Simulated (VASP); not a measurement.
Set up this calculation in VASP 6.6.1, as the native input.

```yaml
Task: relaxation of cell and atoms
Functional: revPBE
Potentials_or_basis: VASP PAW PBE potentials, release 64 (Ge_d)
Cutoff: 600 eV
k_mesh: 8 × 8 × 8
Occupations: fermi-dirac, width 0.05 eV
Spin: no spin polarisation
Further_INCAR_settings: ALGO = Fast; EDIFF = 1e-06; IBRION = 2; EDIFFG = -0.01; NSW = 40; ISIF = 3
```

The structure of Ge lies in POSCAR:

```
Ge
1.0
    0.0000000000      2.8289100000      2.8289100000
    2.8289100000      0.0000000000      2.8289100000
    2.8289100000      2.8289100000      0.0000000000
Ge
2
Direct
    0.7500000000      0.7500000000      0.7500000000
    0.5000000000      0.5000000000      0.5000000000
```

One way to write it, as run:

INCAR

```
PREC = Accurate ; ENCUT = 600
EDIFF = 1E-6 ; ISMEAR = -1
SIGMA = 0.05 ; LREAL = F
LASPH = T ; NELM = 60
ALGO = Fast ; ISIF = 3
LWAVE = F ; LCHARG = F
GGA = RE ; IBRION = 2
NSW = 40 ; EDIFFG = -0.01
```

KPOINTS

```
Automatic mesh
0
Gamma
  8 8 8
```

Potentials or basis: VASP PAW PBE potentials, release 64 (Ge_d).

Launch:

```bash
$ cat potpaw_PBE.64/Ge_d/POTCAR > POTCAR
$ mpirun -np 1 vasp_std > vasp.out
```

Results of the run:

```yaml
Relaxed_volume: 24.37 Å³/atom
Relaxed_cell: a = 4.100 Å, b = 4.100 Å, c = 4.100 Å, α = 60.00°, β = 60.00°, γ = 60.00°
Space_group_after_relaxing_to_0.05_Å: Fd-3m (No. 227)
Energy_gained_by_relaxing: 24.9 meV/atom
Ionic_steps: 3
Pressure_after_relaxing: 0.0 GPa
Band_gap_on_the_k_mesh: none (metal or under the smearing width)
```

Caveat: the PAW data sets were made with another functional, which shifts forces and pressure a little; this crystal is a semiconductor, whose small gap the functional closes, so the metal is an error of the method.

Wall time 45 s on 1 thread of Intel(R) Xeon(R) 6975P-C (Granite Rapids) (shared host), peak memory 0.18 GiB.
